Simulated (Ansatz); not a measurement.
Ansatz input

```yaml
crystal:
  lattice:
    - [0.0, 2.5021041872, 2.5021041872]
    - [2.5021041872, 0.0, 2.5021041872]
    - [2.5021041872, 2.5021041872, 0.0]
  atoms:
    - { symbol: Fe, position: [0.0, 0.0, 0.0], spin: 2.338 }
    - { symbol: Fe, position: [0.5, 0.5, 0.5], spin: -2.338 }
hamiltonian:
  xc: revpbe
  pseudopotentials:
    kind: paw
    azcp:
      Fe: "pseudopotentials/Fe.paw.azcp"
basis:
  ecutwfc: 420
  fft_grid_basis: typed
kpoints:
  mp_grid: { grid: [18, 18, 18], shift: [0, 0, 0] }
magnetization:
  spin_polarized: true
scf:
  occupations: { method: fermi_dirac, width: 0.05 }
output:
  stress: true
```

Output

```
Engine: ansatz 0.2.0, aarch64-unknown-linux-gnu
Pseudopotentials: kind: paw
Pseudopotential: Fe, paw, valence charge 16, recommended cutoff 420 eV (normal) 
Functional definition: revPBE
  parameter kappa = 1.245
  parameter beta = 0.06672455060314922
  exchange = pbe_x(kappa = kappa, mu = beta*pi^2/3)
  correlation = pbe_c(beta = beta)
Crystal: 2 atoms, lattice volume = 31.329 Å³
Basis set: ecut = 420 eV, 609 PW (Γ)
Bands: 23, of which v1, the nominal top of the filled ones, is band 16 counted from 1 (15 counted from 0)
Symmetry: 48 space group operations
Space group: Fm-3m (ITA 225), of the structure as read, at distance tolerance 3.2e-5 Å
Magnetic group: BNS 225.121 (UNI 1623), of the structure as read, at distance tolerance 3.2e-5 Å
k-points: 195 of 5832
Non-local potential: Fe, projectors of the file, l = 0: 3, l = 1: 2, l = 2: 3, l = 3: 1
PAW form: soft (Blöchl's): semilocal exchange-correlation on the pseudo side does not see the compensation charge
PAW frozen core: Fe, regenerated for the run's functional, and the local potential with it (the file was generated under x = pbe(κ = 0.804, μ = 0.2195149727645171), c = pbe(β = 0.06672455060314922))
PAW one-centre angular grid: Fe, 590 points (default); XC on 64 Gauss nodes
Initial density: superposition of atomic densities (chi_scale 0.1, normalization cell)
Starting moments: Σ|m| = 4.676 μB on 2 of 2 sites
Starting magnetic order: antiferromagnet; a translation exchanges its spin sublattices: spin-degenerate at every k-point
Initial wavefunctions: pseudopotential atomic-orbital guess
Functional: x = revpbe(κ = 1.245, μ = 0.2195149727645171), c = pbe(β = 0.06672455060314922)
iter 1 solved again at ethr=2.08e-3 eV; its pass at ethr=3.10e-3 eV (dr2=6.65e-1 eV) is discarded
SCF iter   1: F=—  HF=-8964.959151 eV  |F-HF|=—  |Δ(HF+E_count)|=         —  Δρ=6.24e-2 (↑6.24e-2 ↓6.24e-2)  dr2=6.66e-1  dr2_m=8.47e-1  M=0.000 μB ∫|m|=5.471 μB  β_m=0.30  ethr=2.08e-3  ⟨swp⟩=1.0  Hψ=22910  notcnv=0
Mixer restart at iter 1: flushing history
spin=Collinear: Kerker preconditioning applied to the charge; magnetization (m = ρ↑ − ρ↓) channel mixes plain (no charge-response kernel on spin).
SCF iter   2: F=—  HF=-8964.895884 eV  |F-HF|=—  |Δ(HF+E_count)|=   6.33e-2  Δρ=4.58e-2 (↑4.58e-2 ↓4.58e-2)  dr2=8.14e-2  dr2_m=5.42e-1  M=0.000 μB ∫|m|=5.537 μB  β_m=0.61  ethr=2.08e-3  ⟨swp⟩=2.7  Hψ=6881  notcnv=0
SCF iter   3: F=—  HF=-8965.537183 eV  |F-HF|=—  |Δ(HF+E_count)|=   6.41e-1  Δρ=1.26e-2 (↑1.26e-2 ↓1.26e-2)  dr2=4.87e-2  dr2_m=1.25e-2  M=0.000 μB ∫|m|=5.488 μB  β_m=0.58  ethr=2.54e-4  ⟨swp⟩=3.0  Hψ=11164  notcnv=0  defer=2
SCF iter   4: F=—  HF=-8965.545950 eV  |F-HF|=—  |Δ(HF+E_count)|=   8.77e-3  Δρ=7.59e-3 (↑7.59e-3 ↓7.59e-3)  dr2=3.12e-2  dr2_m=4.88e-3  M=0.000 μB ∫|m|=5.494 μB  β_m=0.79  ethr=1.52e-4  ⟨swp⟩=2.8  Hψ=8533  notcnv=0  defer=4
SCF iter   5: F=—  HF=-8965.562424 eV  |F-HF|=—  |Δ(HF+E_count)|=   1.65e-2  Δρ=2.42e-3 (↑2.42e-3 ↓2.42e-3)  dr2=2.21e-3  dr2_m=4.93e-4  M=0.000 μB ∫|m|=5.466 μB  β_m=0.82  ethr=9.75e-5  ⟨swp⟩=2.0  Hψ=7944  notcnv=0  defer=4
SCF iter   6: F=—  HF=-8965.562523 eV  |F-HF|=—  |Δ(HF+E_count)|=   9.88e-5  Δρ=9.95e-4 (↑9.95e-4 ↓9.95e-4)  dr2=3.71e-4  dr2_m=1.09e-4  M=0.000 μB ∫|m|=5.472 μB  β_m=0.91  ethr=6.92e-6  ⟨swp⟩=2.7  Hψ=8047  notcnv=0  defer=4
SCF iter   7: F=—  HF=-8965.562473 eV  |F-HF|=—  |Δ(HF+E_count)|=   5.02e-5  Δρ=1.58e-4 (↑1.58e-4 ↓1.58e-4)  dr2=1.71e-5  dr2_m=3.63e-7  M=0.000 μB ∫|m|=5.475 μB  β_m=0.95  ethr=1.16e-6  ⟨swp⟩=2.6  Hψ=7166  notcnv=0  defer=4
SCF iter   8: F=—  HF=-8965.562470 eV  |F-HF|=—  |Δ(HF+E_count)|=   2.67e-6  Δρ=4.24e-5 (↑4.24e-5 ↓4.24e-5)  dr2=5.59e-7  dr2_m=3.62e-7  M=0.000 μB ∫|m|=5.476 μB  β_m=0.98  ethr=5.33e-8  ⟨swp⟩=2.3  Hψ=6511  notcnv=0  defer=4
SCF iter   9: F=—  HF=-8965.562470 eV  |F-HF|=—  |Δ(HF+E_count)|=   1.88e-7  Δρ=9.69e-6 (↑9.69e-6 ↓9.69e-6)  dr2=8.90e-8  dr2_m=5.24e-10  M=0.000 μB ∫|m|=5.476 μB  β_m=0.99  ethr=1.75e-9  ⟨swp⟩=2.3  Hψ=6271  notcnv=0  defer=4
SCF iter  10: F=-8965.562470 eV  HF=-8965.562470 eV  |F-HF|=1.13e-8  |Δ(HF+E_count)|=   4.22e-9  Δρ=4.26e-6 (↑4.26e-6 ↓4.26e-6)  dr2=1.24e-8  dr2_m=1.66e-9  M=0.000 μB ∫|m|=5.476 μB  ethr=2.78e-10  ⟨swp⟩=2.0  Hψ=12612  notcnv=0
SCF 1 converged in 10 iterations: F = -8965.562470 eV  dr2 = 1.24e-8
WARN: an SCF from ferromagnetic starting moments (-2.62, -2.62 Bohr magnetons, atom by atom) was not made, by what the run has read of turns of its moments that order reads lower: the deck asks for what bars it, or types moments that do (magnetization.spin_polarized, in the input reference, names some of the keys), or the run goes by scf.lower_state_search: light, the default, which as a rule tries one only behind a close that has lost an order of both signs, or on which an open d or half-filled 4f shell of a PAW file has lost a moment that was set nearer to Hund's than to what is left; or, under a Hubbard U, one that names an f shell that the input leaves bare beside given moments, or a larger moment for a shell of low spin that is given one. standard, with a start from the atoms, tries one behind each close (in a relaxation, ahead of its steps or at their end). To set out from that order, type those moments (crystal.atoms[].spin; where shells were raised to Hund's moment, beside crystal.symmetry.detect: false) under scf.lower_state_search: light. The bands of the close that named these starting moments, or of the one ahead of a search that led to it (under cold or Methfessel-Paxton smearing those of the Gaussian ahead of it) read a cost of -762.23 meV for the turn to them, carried on from a small turn (-762.23 by the pairs of d shells alone)
SCF converged after 10 iterations
Magnetization: 0.0000 μB (16.0000 up, 16.0000 down)
Absolute magnetization: 5.4758 μB (∫|ρ↑−ρ↓|, with the PAW one-centre terms)
Spin contamination: 2.3972 ħ² per cell (⟨S²⟩ above its minimum at these occupations)
Per-site moments (μB) at R_I (Å): [(2.597458983678668, 1.0321179772200002), (-2.597458983678668, 1.0321179772200002)]
Free energy (F): -8965.562470 eV
Harris-Foulkes:  -8965.562470 eV  (|F-HF|=1.13e-8)
Internal energy: -8965.533552 eV  (E = F + TS)
E sigma→0 (E₀):  -8965.548011 eV
Entropy (-TS):   -0.028918 eV (-14.459 meV/atom)
Fermi energy:    13.069265 eV
--- Per-component energies (eV) ---
  E_band       = -614.466437
  E_kinetic    = 689.611819
  E_local      = -5042.064444  (includes V_loc(G=0)·N_el)
  E_nonlocal   = 444.965809
  E_hartree    = 2097.398339
  E_xc         = -230.946399
  E_vxc        = -296.562882  (∫ρ·V_xc dr)
  E_paw        = -2744.287556  (= ΣΔE_a)
  E_vpaw       = -605.204844  (= ΣTr[D̂ρ^β])
  E_aug_tail   = 0.001560  (compensation charges beyond the density's cutoff)
  E_ewald      = -4180.144047
  E_core_change = -0.068632  (= ΣΔE_core)
  E_smearing   = -0.028918  (= −TS)
  E_closure    = 0.000000  (closes the sum)
  Σ components = -8965.562470   (vs F -8965.562470, Δ=0.00e0)
--- Stress (GPa, compression-positive) ---
       -8.176481       0.000000       0.000000
        0.000000      -8.176481       0.000000
       -0.000000      -0.000000      -8.176481
  P = ⅓ Tr σ = -8.1765 GPa (-81.765 kbar)
```
